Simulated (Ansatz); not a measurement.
# Mo: the cost of one run

Program: Ansatz 0.2.0. Level of theory: DFT PBE, scalar-relativistic, plane waves, PAW. These are calculated values, not measurements.

The COD entry's cell or inner coordinates are ideal or old and differ from later refinements, so a difference from it is no clean test against experiment.

24 further runs of the same task are left out: 24 set aside as unsound or not needed.

### Step 1. Starting point

It takes space group Im-3m (No. 229, cubic). Conventional cell: a = 3.160 Å, b = 3.160 Å, c = 3.160 Å, α = 90.00°, β = 90.00°, γ = 90.00°. Mo (site symmetry m-3m) has 8 Mo at 2.74 Å as nearest neighbours.

Structure file:

```cif
data_structure
_symmetry_space_group_name_H-M 'Im-3m'
_symmetry_Int_Tables_number 229
_cell_length_a 3.1604
_cell_length_b 3.1604
_cell_length_c 3.1604
_cell_angle_alpha 90.000
_cell_angle_beta 90.000
_cell_angle_gamma 90.000
_cell_volume 31.57
loop_
_atom_site_label
_atom_site_type_symbol
_atom_site_symmetry_multiplicity
_atom_site_Wyckoff_symbol
_atom_site_fract_x
_atom_site_fract_y
_atom_site_fract_z
_atom_site_occupancy
Mo1 Mo 2 a 0.00000 0.00000 0.00000 1
```

It is the result of an earlier relaxation at this level (volume 15.78 Å³/atom; gap on the mesh: none (metal)).

### Step 2. The scan

The energy is mapped over volume and the cell's shape.

The axes are (1) volume per atom: 7 values from 13.26 to 18.31 Å³; (2) length along [111] over the lengths across it, relative to the cubic cell: 9 values from 0.452 to 2.211.

Nothing else is relaxed (symmetry fixes all fractional coordinates). Energies count from the relaxed crystal. Points are written as (first, second).

### Step 3. Point (13.26 Å³, 2.211)

input.yaml

```yaml
crystal:
  lattice:
    - [-0.6824455752, 1.6064880998, 1.6064880998]
    - [1.6064880998, -0.6824455752, 1.6064880998]
    - [1.6064880998, 1.6064880998, -0.6824455752]
  atoms:
    - { symbol: Mo, position: [0.0, 0.0, 0.0] }
basis:
  ecutwfc: 420
kpoints:
  mp_grid: { grid: [22, 22, 22] }
hamiltonian:
  xc: pbe
scf:
  occupations: { method: gaussian, width: 0.15 }
output:
  forces: true
  stress: true
  eigenvalues: true
```

Command:

```
$ ansatz run input.yaml --threads 1 --pin off --max-ram 2048MiB --backend cpu --events-out ev --progress --plain --runs-dir out
```

What time and memory should one allow on 1 thread of AMD EPYC 7R43 (Zen 3), shared host?

About 7.4 s, with a peak of 0.49 GiB.
